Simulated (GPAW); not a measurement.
A run of GPAW 26.7.0:

File run.py:

```python
from ase.io import read
from gpaw import PW
from gpaw.dft import DFT

atoms = read('PbSe.cif')

dft = DFT(atoms,
          mode=PW(600),
          xc='PBE',
          kpts={'size': (7, 7, 7), 'gamma': True},
          occupations={'name': 'fermi-dirac', 'width': 0.05},
          nbands=19,
          convergence={'density': 1e-05, 'energy': 1e-05},
          maxiter=150,
          txt='gpaw.txt')
print(f'Energy: {dft.calculate_energy():.6f} eV')
print('Forces (eV/A):')
print(dft.calculate_forces().round(4))
print('Stress (eV/A^3):', dft.calculate_stress().round(6))
dft.write_gpw_file('gs.gpw')
```

File PbSe.cif:

```cif
data_PbSe
_cell_length_a 3.78432200
_cell_length_b 3.78432200
_cell_length_c 3.78432200
_cell_angle_alpha 90.00000000
_cell_angle_beta 90.00000000
_cell_angle_gamma 90.00000000
_space_group_name_H-M_alt 'P1'
_space_group_name_Hall 'P 1'
_space_group_IT_number 1
loop_
_space_group_symop_operation_xyz
'x,y,z'
loop_
_atom_site_label
_atom_site_type_symbol
_atom_site_symmetry_multiplicity
_atom_site_Wyckoff_symbol
_atom_site_fract_x
_atom_site_fract_y
_atom_site_fract_z
_atom_site_occupancy
Pb1 Pb 1 a 0.0000000000 0.0000000000 0.0000000000 1
Se1 Se 1 a 0.5000000000 0.5000000000 0.5000000000 1
```

Potentials or basis: GPAW PAW data sets (gpaw-data 1.2.1), pw.

Run with:

```sh
$ OMP_NUM_THREADS=1 python run.py
```

Hardware: 1 thread of INTEL(R) XEON(R) PLATINUM 8581C CPU @ 2.10GHz (Emerald Rapids), with other jobs on the host.

How long does it take, and how much memory?

Wall time 10 s on 1 thread of INTEL(R) XEON(R) PLATINUM 8581C CPU @ 2.10GHz (Emerald Rapids) (shared host), peak memory 0.16 GiB. Counts: scf iterations 10, plane waves 1839, bands 19, k points 20.
